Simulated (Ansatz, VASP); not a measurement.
## One calculation of BAs, two programs

INCAR

```
PREC = Accurate
ENCUT = 520
EDIFF = 1E-7
ISMEAR = 0
SIGMA = 0.01
LREAL = False
LASPH = True
NELM = 80
ALGO = Normal
ISIF = 2
LWAVE = False
LCHARG = False
GGA = B5
ALDAX = 1.0
AGGAX = 1.0
AGGAC = 1.0
ALDAC = 0.0
NBANDS = 11
```

The input KPOINTS:

```
Automatic mesh
0
Gamma
  8 8 8
```

The input POSCAR:

```
BAs
1.0
    0.0000000000      2.3885000000      2.3885000000
    2.3885000000      0.0000000000      2.3885000000
    2.3885000000      2.3885000000      0.0000000000
B As
1 1
Direct
    0.0000000000      0.0000000000      0.0000000000
    0.2500000000      0.2500000000      0.2500000000
```

Input for Ansatz:

```yaml
crystal:
  lattice:
    - [0.0, 2.3885, 2.3885]
    - [2.3885, 0.0, 2.3885]
    - [2.3885, 2.3885, 0.0]
  atoms:
    - { symbol: B, position: [0.0, 0.0, 0.0] }
    - { symbol: As, position: [0.25, 0.25, 0.25] }
basis:
  ecutwfc: 420.0
kpoints:
  mp_grid:
    grid: [8, 8, 8]
hamiltonian:
  xc: blyp
  pseudopotentials:
    kind: paw
scf:
  occupations:
    method: fixed
output:
  eigenvalues: true
```

Alike in both runs: task single point; functional BLYP; k mesh 8 × 8 × 8; no spin polarisation.

```csv
,VASP,Ansatz
version,VASP 6.6.1,Ansatz 0.2.0
potentials or method,"VASP PAW PBE potentials, release 64 (B, As)","plane waves, PAW"
plane-wave cutoff (eV),520,420
occupations,"gaussian, width 0.01 eV",fixed
valence electrons in the cell,8,18
```

```csv
,VASP,Ansatz,Ansatz less VASP
gap on the k mesh at the Fermi level (eV),1.41,1.42,+0.004
```

The two sets of potentials don't hold the same shells in valence.

 A k mesh can miss the band edges.
